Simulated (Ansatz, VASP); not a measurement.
**AgI (Iodargyrite) in VASP and in Ansatz**

The input INCAR:

```
SYSTEM = AgI
PREC = Accurate ; ENCUT = 520
EDIFF = 1E-7 ; ISMEAR = -1
SIGMA = 0.05 ; LREAL = .FALSE.
LASPH = .TRUE. ; NELM = 100
ALGO = Normal ; ISIF = 2
LWAVE = .FALSE. ; LCHARG = .FALSE.
GGA = PE ; NBANDS = 26
```

The input KPOINTS:

```
regular mesh
0
G
  7 7 4
  0 0 0
```

POSCAR

```
AgI
1.0
    4.6504016635      0.0000000000      0.0000000000
   -2.3252008318      4.0273659785      0.0000000000
    0.0000000000      0.0000000000      7.6189587167
I Ag
2 2
Direct
    0.3333333333      0.6666666667      0.5000000000
    0.6666666667      0.3333333333      0.0000000000
    0.3333333333      0.6666666667      0.1300000000
    0.6666666667      0.3333333333      0.6300000000
```

Contents of input.yaml:

```yaml
crystal:
  lattice:
    - [4.6504016635, 0.0, 0.0]
    - [-2.3252008318, 4.0273659785, 0.0]
    - [0.0, 0.0, 7.6189587167]
  atoms:
    - { symbol: I, position: [0.3333333333, 0.6666666667, 0.5] }
    - { symbol: I, position: [0.6666666667, 0.3333333333, 0.0] }
    - { symbol: Ag, position: [0.3333333333, 0.6666666667, 0.13] }
    - { symbol: Ag, position: [0.6666666667, 0.3333333333, 0.63] }
hamiltonian:
  xc: pbe
  pseudopotentials: { kind: paw }
kpoints:
  mp_grid: { grid: [7, 7, 4] }
scf:
  occupations: { method: fermi_dirac, width: 0.05 }
output:
  forces: true
  stress: true
  eigenvalues: true
  write_density: true
  write_potential: true
  elf: true
  volumetric_format: npy
```

Change from the starting cell: volume scaled by 1.04.

Alike in both runs: task single point; functional PBE; k mesh 7 × 7 × 4; occupations fermi-dirac, width 0.05 eV; no spin polarisation.

```csv
,VASP,Ansatz
version,VASP 6.6.1,Ansatz 0.2.0
potentials or method,"VASP PAW PBE potentials, release 64 (I, Ag)",Ansatz PAW
plane-wave cutoff (eV),520,420
valence electrons in the cell,36,72
```

```tsv
	VASP	Ansatz	Ansatz less VASP
gap on the k mesh at the Fermi level (eV)	1.38	1.37	-0.002
least direct gap on the mesh (eV)	1.38	1.37	-0.002
pressure (GPa)	0.5	0.6	+0.07
largest component of the traceless stress (GPa)	0.30	0.30	+0.004
rms of the force components (eV/Å)	0.040	0.040	+0.0003
```

Atom by atom the forces differ by 0.000 eV/Å (rms over components). The two sets of potentials don't hold the same shells in valence.

Caveats: spin-orbit coupling is left out, which moves the levels of the heavy elements; odd divisions of the mesh miss points on the zone boundary, where band edges often lie, so the gap on the mesh can be too wide (Ansatz).
